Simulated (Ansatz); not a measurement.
# Ru: the crystal squeezed far

The task here is to estimate one member of a computed series from the others.

Program: Ansatz 0.2.0. Level of theory: DFT, LDA, PAW with Ansatz's default frozen-core files, scalar-relativistic. These are calculated values, not measurements.

1 further run of the same task is left out (set aside as unsound or not needed). Runs told in other sessions of the task aren't counted.

### The structure to begin with

Symmetry: Pm-3m, No. 221, cubic system. The conventional cell has a = 2.418 Å, b = 2.418 Å, c = 2.418 Å, α = 90.00°, β = 90.00°, γ = 90.00°. Ru (site symmetry m-3m) has 6 Ru at 2.42 Å in its first shell of neighbours.

Structure file:

```
CELL_PARAMETERS angstrom
2.41787 0.00000 0.00000
0.00000 2.41787 0.00000
0.00000 0.00000 2.41787
ATOMIC_POSITIONS crystal
Ru 0.00000 0.00000 0.00000
```

Whether this phase is the stable one at these pressures isn't tested.

Set-up of the first run:

Contents of input.yaml:

```yaml
crystal:
  lattice:
    - [2.4178666626, 0.0, 0.0]
    - [0.0, 2.4178666626, 0.0]
    - [0.0, 0.0, 2.4178666626]
  atoms:
    - { symbol: Ru, position: [0.0, 0.0, 0.0] }
kpoints:
  mp_grid: { grid: [17, 17, 17] }
scf:
  occupations: { method: fermi_dirac, width: 0.1 }
hamiltonian:
  xc: lda
  pseudopotentials: { kind: paw }
output:
  forces: true
  stress: true
relax:
  f_tol: 0.005
  max_steps: 40
  cell: {}
```

Started as:

```console
$ ansatz run input.yaml --threads 1 --pin off --max-ram 2048MiB --backend cpu --events-out ev --progress --plain --runs-dir out
```

Steps of the session up to this table: Cell relaxed at zero pressure, PAW; Volume scaled by 1, PAW; Volume scaled by 0.95, PAW; Volume scaled by 0.85, PAW; Volume scaled by 0.75, PAW; Volume scaled by 0.65, PAW; Volume scaled by 0.55, PAW; Volume scaled by 0.45, PAW; Volume scaled by 0.4, PAW.

One of the session's tables, all rows but one given; the rest of the session is left out.

```
method  volume over the first  volume (Å³/atom)  pressure (GPa)
   PAW                      1            14.965            0.04
   PAW                   0.95            14.217           15.17
   PAW                   0.85            12.721           61.93
   PAW                   0.75            11.224          145.48
   PAW                   0.65                 ?               ?
   PAW                   0.55             8.231          602.76
   PAW                   0.45             6.734         1251.63
   PAW                    0.4             5.986         1853.08
```

Q: Estimate the row for PAW, 0.65 from the others.

**Answer.** volume (Å³/atom): 9.728; pressure (GPa): 300.07. In the column «volume (Å³/atom)» it lies between PAW, 0.55 (8.231) and PAW, 0.75 (11.224).
